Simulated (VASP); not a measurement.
# How U changes AlFe

Aim: follow the moments and the gap of AlFe as U grows. The start is a cell from a database of measured crystal structures.

Program: VASP 6.6.1. Level of theory: PBE, spin-polarised from a ferromagnetic start (one magnetic atom a cell); plane waves and PAW (Fe, Al), in the first sound run; inputs show where later runs differ. Results are calculated unless marked as measured.

## Step 1: Starting point

It takes space group Pm-3m (No. 221, cubic). The conventional cell has a = 2.910 Å, b = 2.910 Å, c = 2.910 Å, α = 90.00°, β = 90.00°, γ = 90.00°. Nearest to Fe lie 8 Al at 2.52 Å. Al has 8 Fe at 2.52 Å nearest. Farther neighbours are not listed.

Structure file:

```
Fe Al
1.0
     2.91000    0.00000    0.00000
     0.00000    2.91000    0.00000
     0.00000    0.00000    2.91000
Fe Al
1 1
Cartesian
  1.4550 1.4550 1.4550
  0.0000 0.0000 0.0000
```

## Step 2: Series over U, U 0, job density of states

U penalises partly filled orbitals; repeating the run over U shows how far moments and gap depend on it.

Input file INCAR:

```
SYSTEM = AlFe
PREC = Accurate
ENCUT = 350
EDIFF = 1E-06
NELM = 150
ISMEAR = 0
SIGMA = 0.1
LREAL = .FALSE.
ALGO = Normal
GGA = PE
NBANDS = 12
ISPIN = 2
MAGMOM = 3 0
LASPH = .TRUE.
LMAXMIX = 4
LORBIT = 11
LWAVE = .FALSE.
LCHARG = .FALSE.
AMIX = 0.2
BMIX = 1E-04
AMIX_MAG = 0.8
BMIX_MAG = 1E-04
NEDOS = 1200
```

Input file POSCAR:

```
AlFe
1.0
    2.9100000000      0.0000000000      0.0000000000
    0.0000000000      2.9100000000      0.0000000000
    0.0000000000      0.0000000000      2.9100000000
Fe Al
1 1
Direct
    0.5000000000      0.5000000000      0.5000000000
    0.0000000000      0.0000000000      0.0000000000
```

Input file KPOINTS:

```
Automatic mesh
0
Gamma
6 6 6
0 0 0
```

PAW data sets: Fe and Al (PBE family, release 64).

On the command line:

```
mpirun -np 1 vasp_std
```

What it wrote:

```text
[banner, memory and clock lines left out]
running    1 mpi-ranks, on    1 nodes
 distrk:  each k-point on    1 cores,    1 groups
 distr:  one band on    1 cores,    1 groups

 POSCAR found type information on POSCAR FeAl
 POSCAR found :  2 types and       2 ions
 LDA part: xc-table for (Slater+PW92), standard interpolation
 POSCAR, INCAR and KPOINTS ok, starting setup
 FFT: planning ... GRIDC
 FFT: planning ... GRID_SOFT
 FFT: planning ... GRID
 WAVECAR not read
 entering main loop
       N       E                     dE             d eps       ncg     rms          rms(c)
DAV:   1     0.216136284448E+02    0.21614E+02   -0.36374E+03  1000   0.674E+02
DAV:   2    -0.131085205981E+02   -0.34722E+02   -0.30971E+02   980   0.134E+02
DAV:   3    -0.140799583773E+02   -0.97144E+00   -0.95754E+00  1224   0.273E+01
DAV:   4    -0.140949058094E+02   -0.14947E-01   -0.14940E-01  1060   0.300E+00
DAV:   5    -0.140953425245E+02   -0.43672E-03   -0.43670E-03  1160   0.558E-01    0.139E+01
DAV:   6    -0.127136230297E+02    0.13817E+01   -0.13844E+01  1072   0.515E+01    0.494E+00
DAV:   7    -0.125873086912E+02    0.12631E+00   -0.11524E+00  1128   0.144E+01    0.373E+00
DAV:   8    -0.126393711434E+02   -0.52062E-01   -0.45502E-02  1160   0.185E+00    0.259E+00
DAV:   9    -0.126347463571E+02    0.46248E-02   -0.27847E-01  1208   0.466E+00    0.134E+00
DAV:  10    -0.126497309173E+02   -0.14985E-01   -0.22355E-02  1276   0.156E+00    0.651E-01
DAV:  11    -0.126482052617E+02    0.15257E-02   -0.92974E-03  1144   0.116E+00    0.390E-01
DAV:  12    -0.126489607800E+02   -0.75552E-03   -0.22791E-03  1224   0.477E-01    0.129E-01
DAV:  13    -0.126489932519E+02   -0.32472E-04   -0.12080E-03  1236   0.334E-01    0.109E-01
DAV:  14    -0.126490568207E+02   -0.63569E-04   -0.55091E-05  1380   0.804E-02    0.440E-02
DAV:  15    -0.126490656506E+02   -0.88299E-05   -0.17921E-05  1100   0.351E-02    0.153E-02
DAV:  16    -0.126490674062E+02   -0.17555E-05   -0.25566E-05  1176   0.442E-02    0.121E-02
DAV:  17    -0.126490678715E+02   -0.46539E-06   -0.49703E-07   532   0.847E-03
   1 F= -.12649068E+02 E0= -.12644205E+02  d E =-.972648E-02  mag=     0.7406
```

It took 6.4 s on 1 MPI rank of AMD EPYC 9R45, shared host; peak memory 0.1 GiB.

Lines that name or quote the potential files are left out of all logs, and their timing lines are given in words.

From OUTCAR (step 2):

```text
ion  position               nearest neighbor table
   1  0.500  0.500  0.500-   2 2.52   2 2.52   2 2.52   2 2.52   2 2.52   2 2.52   2 2.52   2 2.52

  LATTYP: Found a simple cubic cell.
 ALAT       =     2.9100000000

 Subroutine GETGRP returns: Found 48 space group operations
 (whereof 48 operations were pure point group operations)

The static configuration has the point symmetry O_h .

 Found     20 irreducible k-points:

   k-points           NKPTS =     20   k-points in BZ     NKDIM =     20   number of bands    NBANDS=     12

   dimension x,y,z NGX =    18 NGY =   18 NGZ =   18
   dimension x,y,z NGXF=    36 NGYF=   36 NGZF=   36

   ENCUT  =  350.0 eV  25.72 Ry    5.07 a.u.   4.44  4.44  4.44*2*pi/ulx,y,z

   NELECT =      11.0000    total number of electrons

 k-points in reciprocal lattice and weights: Automatic mesh
   0.00000000  0.00000000  0.00000000       0.005
   0.16666667  0.00000000  0.00000000       0.028
   0.33333333  0.00000000  0.00000000       0.028
   0.50000000  0.00000000  0.00000000       0.014
   0.16666667  0.16666667  0.00000000       0.056
   0.33333333  0.16666667  0.00000000       0.111
   0.50000000  0.16666667  0.00000000       0.056
   0.33333333  0.33333333  0.00000000       0.056
   0.50000000  0.33333333  0.00000000       0.056
[...]
0.50000000  0.50000000  0.33333333       0.028
   0.50000000  0.50000000  0.50000000       0.005

 average (electrostatic) potential at core
       1 -41.1427       2 -71.7532

 E-fermi :   7.6080

 spin component 1
 k-point     1 :       0.0000    0.0000    0.0000
  band No.  band energies     occupation
    ...
      2       5.2597      1.00000
      3       5.2597      1.00000
      4       7.1711      1.00000
      5       7.1711      1.00000
      6       7.1711      1.00000
      7      13.7716      0.00000
      8      13.7716      0.00000
      9      13.7716      0.00000
     10      16.7756      0.00000
     11      16.7756      0.00000
    ...

 k-point     2 :       0.1667    0.0000    0.0000
  band No.  band energies     occupation
    ...
      2       5.1529      1.00000
      3       5.3965      1.00000
      4       6.9149      1.00000
      5       6.9149      1.00000
      6       7.1989      1.00000
      7      11.0571      0.00000
      8      14.4671      0.00000
      9      14.4671      0.00000
     10      16.6773      0.00000
     11      19.0509      0.00000
    ...

 k-point     3 :       0.3333    0.0000    0.0000
  band No.  band energies     occupation
    ...
      2       4.0334      1.00000
      3       5.6900      1.00000
      4       6.4765      1.00000
      5       6.4765      1.00000
      6       7.2552      1.00000
      7       8.8546      0.00000
      8      16.2499      0.00000
      9      16.2499      0.00000
     10      16.4390      0.00000
     11      20.9111      0.00000
    ...

 k-point     4 :       0.5000    0.0000    0.0000
  band No.  band energies     occupation
    ...
      2       1.7610      1.00000
      3       5.8474      1.00000
      4       6.2834      1.00000
      5       6.2834      1.00000
      6       7.2834      1.00000
      7       8.4621      0.00000
      8      16.2911      0.00000
      9      18.4418      0.00000
     10      18.4418      0.00000
     11      19.1500      0.00000
    ...

 k-point     5 :       0.1667    0.1667    0.0000
  band No.  band energies     occupation
    ...
      2       5.2881      1.00000
      3       5.3501      1.00000
      4       6.6246      1.00000
      5       6.9033      1.00000
      6       7.0050      1.00000
      7      11.1494      0.00000
      8      12.0687      0.00000
      9      15.1323      0.00000
     10      17.7227      0.00000
     11      20.9941      0.00000
    ...

 k-point     6 :       0.3333    0.1667    0.0000
  band No.  band energies     occupation
    ...
      2       4.2799      1.00000
      3       5.6734      1.00000
      4       6.3237      1.00000
      5       6.5235      1.00000
      6       7.0353      1.00000
      7       9.0242      0.00000
      8      13.0796      0.00000
      9      16.8512      0.00000
     10      17.2207      0.00000
     11      19.9138      0.00000
    ...

  Total       -0.9568118     -0.9568118     -0.9568118      0.0000000      0.0000000      0.0000000
  in kB      -62.2097041    -62.2097041    -62.2097041      0.0000000      0.0000000      0.0000000
  external PRESSURE =     -62.2097041 kB  Pullay stress =       0.0000000 kB

  energy-cutoff  :      350.00
  volume of cell :       24.64
      direct lattice vectors                 reciprocal lattice vectors
     2.910000000  0.000000000  0.000000000     0.343642612  0.000000000  0.000000000
     0.000000000  2.910000000  0.000000000     0.000000000  0.343642612  0.000000000
     0.000000000  0.000000000  2.910000000     0.000000000  0.000000000  0.343642612

 POSITION                                       TOTAL-FORCE (eV/Angst)
 -----------------------------------------------------------------------------------
      1.45500      1.45500      1.45500         0.000000      0.000000      0.000000
      0.00000      0.00000      0.00000         0.000000      0.000000      0.000000
 -----------------------------------------------------------------------------------
    total drift:                                0.000000     -0.000000      0.000000

  FREE ENERGIE OF THE ION-ELECTRON SYSTEM (eV)
  ---------------------------------------------------
  free  energy   TOTEN  =       -12.6490678715 eV

  energy  without entropy=      -12.6393413964  energy(sigma->0) =      -12.64420463

 total charge
# of ion       s       p       d       tot
------------------------------------------
    1        0.419   0.480   6.434   7.334
    2        0.395   0.420   0.000   0.816
--------------------------------------------------
tot          0.814   0.901   6.434   8.149

 magnetization (x)
# of ion       s       p       d       tot
------------------------------------------
    1       -0.002   0.011   0.766   0.775
    2       -0.009  -0.014   0.000  -0.022
--------------------------------------------------
tot         -0.010  -0.003   0.766   0.753

[... 6 further parts left out ...]
```

The cell holds one magnetic atom, so no antiferromagnetic order fits into it. The k-mesh is coarse for a metal.

Numbers from this step:

| Property | Result |
| --- | --- |
| electronic cycles | 17 |
| electrons | 11 |
| free energy (TOTEN) | -12.65 eV |
| energy at zero smearing | -12.64 eV |
| Fermi energy | 7.608 eV |
| moment of the cell, from the last line of the log | 0.7406 μB |
| labelled metallic, from the levels on this mesh | yes |
| DOS at the Fermi level | 2.141 states/eV/cell |

Spin moment in the PAW sphere by atom:

```
atom  spin moment in the PAW sphere (μB)
 Fe1                               0.775
 Al2                              -0.022
```

The density of states has structure finer than the step of the table below, so its rows give means over 1 eV, whole bins alone (the curve runs from -11.5 to 5.62 eV). Peaks (eV: height): total up -1.9: 1.67, -1.4: 2.49, -0.8: 3.41, 4.9: 1.60; total down -1.9: 1.64, -1.6: 1.72, -0.2: 4.36, 0.3: 1.74; Fe s up -7.7: 0.105, 3.1: 0.0959, 4.5: 0.103, 4.9: 0.132; Fe s down -7.7: 0.109, -7.3: 0.0971, 4.7: 0.0973, 5.1: 0.123; Fe p up 1.6: 0.103, 3.2: 0.086, 4.9: 0.189, 5.5: 0.149.

Means over bins of 0.074 eV. Density of states against energy, zero at the Fermi level; means over each step; 7 of 12 lines; values in states/eV/cell:

```
energy (eV)  total up  total down  Fe s up  Fe s down  Fe p up  Fe p down  Fe d up
        -11         0           0        0          0        0          0        0
        -10    0.0319      0.0317  0.00842    0.00820   4.2e-4     4.2e-4        0
         -9    0.0929      0.0928   0.0219     0.0215  0.00332    0.00326   3.6e-4
         -8     0.141       0.140   0.0272     0.0265  0.00941    0.00934  0.00212
         -7     0.138       0.130   0.0221     0.0207   0.0113     0.0105  0.00513
         -6     0.269       0.269   0.0199     0.0207   0.0321     0.0319   0.0225
         -5     0.356       0.341   0.0297     0.0300   0.0220     0.0252   0.0849
         -4     0.289       0.243   0.0276     0.0224   0.0196     0.0162   0.0848
         -3     0.765       0.544   0.0257     0.0279   0.0365     0.0329    0.385
         -2      1.08        1.05  0.00622     0.0101   0.0503     0.0604    0.722
         -1      2.40       0.889   0.0197    0.00436   0.0390     0.0199     2.06
          0     0.375        2.06   5.6e-4     0.0186   0.0225     0.0419    0.293
          1     0.610       0.535   0.0206     0.0109   0.0300     0.0172    0.456
          2     0.288       0.499  0.00594     0.0131   0.0341     0.0439    0.154
          3     0.212       0.107   0.0218     0.0150   0.0318     0.0168   0.0684
          4     0.407       0.448   0.0305     0.0253   0.0322     0.0385    0.143
          5     0.628       0.543   0.0450     0.0453   0.0659     0.0527    0.164
```

The density of states is cut at 5.6 eV, since the bands computed begin to run out above.

Energy at zero smearing: -12.64420 eV.

## Step 3: Series over U, U 2, job self-consistent run

This step: PBE, DFT+U (Fe d 2 eV), spin-polarised from a ferromagnetic start (one magnetic atom a cell); plane waves and PAW (Fe, Al) (VASP 6.6.1).

Changes to INCAR since step 2:

```diff
@@ -13,2 +13,8 @@
 MAGMOM = 3 0
+LDAU = .TRUE.
+LDAUTYPE = 2
+LDAUL = 2 -1
+LDAUU = 2 0
+LDAUJ = 0 0
+LDAUPRINT = 1
 LASPH = .TRUE.
```

POSCAR is that of step 2.

KPOINTS is that of step 2.

On the command line:

```
mpirun -np 1 vasp_std
```

What it wrote:

```text
[... set-up lines as in an earlier step ...]
 entering main loop
       N       E                     dE             d eps       ncg     rms          rms(c)
DAV:   1     0.243001355829E+02    0.24300E+02   -0.36543E+03  1000   0.677E+02
DAV:   2    -0.110335162668E+02   -0.35334E+02   -0.31253E+02   984   0.135E+02
DAV:   3    -0.120226190403E+02   -0.98910E+00   -0.98006E+00  1220   0.278E+01
DAV:   4    -0.120369883331E+02   -0.14369E-01   -0.14364E-01  1056   0.296E+00
DAV:   5    -0.120374058311E+02   -0.41750E-03   -0.41749E-03  1164   0.541E-01    0.127E+01
DAV:   6    -0.105819479547E+02    0.14555E+01   -0.95659E+00  1064   0.472E+01    0.454E+00
DAV:   7    -0.105548069727E+02    0.27141E-01   -0.36979E-01  1196   0.878E+00    0.274E+00
DAV:   8    -0.105293452794E+02    0.25462E-01   -0.18206E-02  1164   0.129E+00    0.170E+00
DAV:   9    -0.105103976662E+02    0.18948E-01   -0.95514E-03  1008   0.551E-01    0.385E-01
DAV:  10    -0.105125854215E+02   -0.21878E-02   -0.37338E-03  1208   0.726E-01    0.175E-01
DAV:  11    -0.105130168562E+02   -0.43143E-03   -0.63570E-04  1252   0.237E-01    0.149E-01
DAV:  12    -0.105132597269E+02   -0.24287E-03   -0.17249E-04  1228   0.140E-01    0.146E-01
DAV:  13    -0.105138847954E+02   -0.62507E-03   -0.54853E-04  1212   0.218E-01    0.146E-01
DAV:  14    -0.105143118760E+02   -0.42708E-03   -0.71505E-04  1268   0.238E-01    0.128E-01
DAV:  15    -0.105140214108E+02    0.29047E-03   -0.12756E-02  1244   0.100E+00    0.200E-01
DAV:  16    -0.105146952262E+02   -0.67382E-03   -0.10595E-03  1236   0.286E-01    0.840E-02
DAV:  17    -0.105148092343E+02   -0.11401E-03   -0.32833E-04  1332   0.165E-01    0.456E-02
DAV:  18    -0.105148200067E+02   -0.10772E-04   -0.26388E-05  1268   0.423E-02    0.364E-02
DAV:  19    -0.105148385685E+02   -0.18562E-04   -0.71386E-05  1264   0.710E-02    0.102E-02
DAV:  20    -0.105148400436E+02   -0.14751E-05   -0.11218E-05   924   0.305E-02    0.376E-03
DAV:  21    -0.105148405106E+02   -0.46706E-06   -0.92540E-07   512   0.939E-03
   1 F= -.10514841E+02 E0= -.10507218E+02  d E =-.152447E-01  mag=     1.7805
```

The job ended after 7.8 s (1 MPI rank; peak memory 0.1 GiB).

Parts of OUTCAR (step 3):

```text
The static configuration has the point symmetry O_h .

 Found     20 irreducible k-points:

   NELECT =      11.0000    total number of electrons

atom =   1  type =  1  l = 2

 onsite density matrix

spin component  1

  0.8603 -0.0000 -0.0000  0.0000  0.0000
 -0.0000  0.8603 -0.0000  0.0000 -0.0000
 -0.0000 -0.0000  0.8239  0.0000  0.0000
  0.0000  0.0000  0.0000  0.8603  0.0000
  0.0000 -0.0000  0.0000  0.0000  0.8239

spin component  2

  0.4608 -0.0000 -0.0000  0.0000 -0.0000
 -0.0000  0.4608  0.0000 -0.0000  0.0000
 -0.0000  0.0000  0.4232  0.0000 -0.0000
  0.0000 -0.0000  0.0000  0.4608  0.0000
 -0.0000  0.0000 -0.0000  0.0000  0.4232

 occupancies and eigenvectors

  o =  0.4232  v =  0.0000  0.0000  0.0000  0.0000  0.0000  0.0000 -0.0000 -0.9959 -0.0000 -0.0901      0.0000  0.0000  0.0000  0.0000  0.0000  0.0000  0.0000  0.0000  0.0000  0.0000
  o =  0.4232  v =  0.0000  0.0000  0.0000  0.0000  0.0000  0.0000 -0.0000 -0.0901 -0.0000  0.9959      0.0000  0.0000  0.0000  0.0000  0.0000  0.0000  0.0000  0.0000  0.0000  0.0000
  o =  0.4608  v =  0.0000  0.0000  0.0000  0.0000  0.0000  1.0000  0.0000  0.0000  0.0000  0.0000      0.0000  0.0000  0.0000  0.0000  0.0000  0.0000  0.0000  0.0000  0.0000  0.0000
  o =  0.4608  v =  0.0000  0.0000  0.0000  0.0000  0.0000  0.0000 -0.9591  0.0000  0.2831  0.0000      0.0000  0.0000  0.0000  0.0000  0.0000  0.0000  0.0000  0.0000  0.0000  0.0000
  o =  0.4608  v =  0.0000  0.0000  0.0000  0.0000  0.0000  0.0000 -0.2831  0.0000 -0.9591 -0.0000      0.0000  0.0000  0.0000  0.0000  0.0000  0.0000  0.0000  0.0000  0.0000  0.0000
  o =  0.8239  v =  0.0000  0.0000 -0.9999 -0.0000  0.0139  0.0000  0.0000  0.0000  0.0000  0.0000      0.0000  0.0000  0.0000  0.0000  0.0000  0.0000  0.0000  0.0000  0.0000  0.0000
  o =  0.8239  v =  0.0000  0.0000  0.0139 -0.0000  0.9999  0.0000  0.0000  0.0000  0.0000  0.0000      0.0000  0.0000  0.0000  0.0000  0.0000  0.0000  0.0000  0.0000  0.0000  0.0000
  o =  0.8603  v =  1.0000  0.0000  0.0000  0.0000  0.0000  0.0000  0.0000  0.0000  0.0000  0.0000      0.0000  0.0000  0.0000  0.0000  0.0000  0.0000  0.0000  0.0000  0.0000  0.0000
  o =  0.8603  v =  0.0000  0.6712 -0.0000  0.7413  0.0000  0.0000  0.0000  0.0000  0.0000  0.0000      0.0000  0.0000  0.0000  0.0000  0.0000  0.0000  0.0000  0.0000  0.0000  0.0000
  o =  0.8603  v =  0.0000  0.7413  0.0000 -0.6712 -0.0000  0.0000  0.0000  0.0000  0.0000  0.0000      0.0000  0.0000  0.0000  0.0000  0.0000  0.0000  0.0000  0.0000  0.0000  0.0000

 E-fermi :   8.1285

 spin component 1
 k-point     1 :       0.0000    0.0000    0.0000
  band No.  band energies     occupation
    ...
      2       4.2956      1.00000
      3       4.2956      1.00000
      4       6.1308      1.00000
      5       6.1308      1.00000
      6       6.1308      1.00000
      7      13.8304      0.00000
      8      13.8304      0.00000
      9      13.8304      0.00000
     10      16.5215      0.00000
     11      16.5215      0.00000
    ...

 k-point     2 :       0.1667    0.0000    0.0000
  band No.  band energies     occupation
    ...
      2       4.3008      1.00000
      3       4.4093      1.00000
      4       5.9082      1.00000
      5       5.9082      1.00000
      6       6.1558      1.00000
      7      10.8423      0.00000
      8      14.4905      0.00000
      9      14.4905      0.00000
     10      16.5045      0.00000
     11      18.9432      0.00000
    ...

 k-point     3 :       0.3333    0.0000    0.0000
  band No.  band energies     occupation
    ...
      3       4.6494      1.00000
      4       5.5142      1.00000
      5       5.5142      1.00000
      6       6.2064      1.00000
      7       8.0722      0.78704
      8      16.2244      0.00000
      9      16.2244      0.00000
     10      16.4650      0.00000
     11      20.8758      0.00000
     12      21.8588      0.00000

 k-point     4 :       0.5000    0.0000    0.0000
  band No.  band energies     occupation
    ...
      3       4.7756      1.00000
      4       5.3364      1.00000
      5       5.3364      1.00000
      6       6.2315      1.00000
      7       7.3721      1.00000
      8      16.4376      0.00000
      9      18.4584      0.00000
     10      18.4584      0.00000
     11      18.9975      0.00000
     12      18.9975      0.00000

  Total        0.3934866      0.3934866      0.3934866     -0.0000000     -0.0000000     -0.0000000
  in kB       25.5835918     25.5835918     25.5835918     -0.0000000     -0.0000000     -0.0000000
  external PRESSURE =      25.5835918 kB  Pullay stress =       0.0000000 kB

  FREE ENERGIE OF THE ION-ELECTRON SYSTEM (eV)
  ---------------------------------------------------
  free  energy   TOTEN  =       -10.5148405106 eV

  energy  without entropy=      -10.4995958067  energy(sigma->0) =      -10.50721816

 total charge
# of ion       s       p       d       tot
------------------------------------------
    1        0.436   0.487   6.427   7.350
    2        0.397   0.431   0.000   0.828
--------------------------------------------------
tot          0.832   0.918   6.427   8.177

 magnetization (x)
# of ion       s       p       d       tot
------------------------------------------
    1        0.002   0.001   2.000   2.003
    2       -0.023  -0.051   0.000  -0.074
--------------------------------------------------
tot         -0.021  -0.049   2.000   1.929

[... 9 parts as in an earlier step ...]

[... 9 further parts left out ...]
```

A U on the itinerant d states of such a compound is hard to justify; it moves the bands at the Fermi level and favours large moments.

Numbers from this step:

* electronic cycles: 21
* free energy (TOTEN): -10.51 eV
* energy at zero smearing: -10.51 eV
* Fermi energy: 8.129 eV
* moment of the cell, from the last line of the log: 1.780 μB

Spin moment in the PAW sphere by atom:

```
atom  spin moment in the PAW sphere (μB)
 Fe1                                2.00
 Al2                               -0.07
```

Energy at zero smearing: -10.50722 eV.

(Continued in part 2 of 2.)

[Lines on the potential files, build, host, timing and source positions are cut from VASP's logs without a mark.]

[Logs are printed without paths, hosts, clocks, repeated set-up lines and the standing remarks that a program may print on its own settings, such as how far it seeks lower states.]

[Hosts, paths, dates, database ids (printed as entryN), source tags and the programs' standing remarks are cut or masked in the printed files.]

[In band tables of VASP the shares of atoms and orbitals are scaled to a sum of 1 inside the atoms' spheres.]

[Runs that stopped without an error message from VASP are left out.]
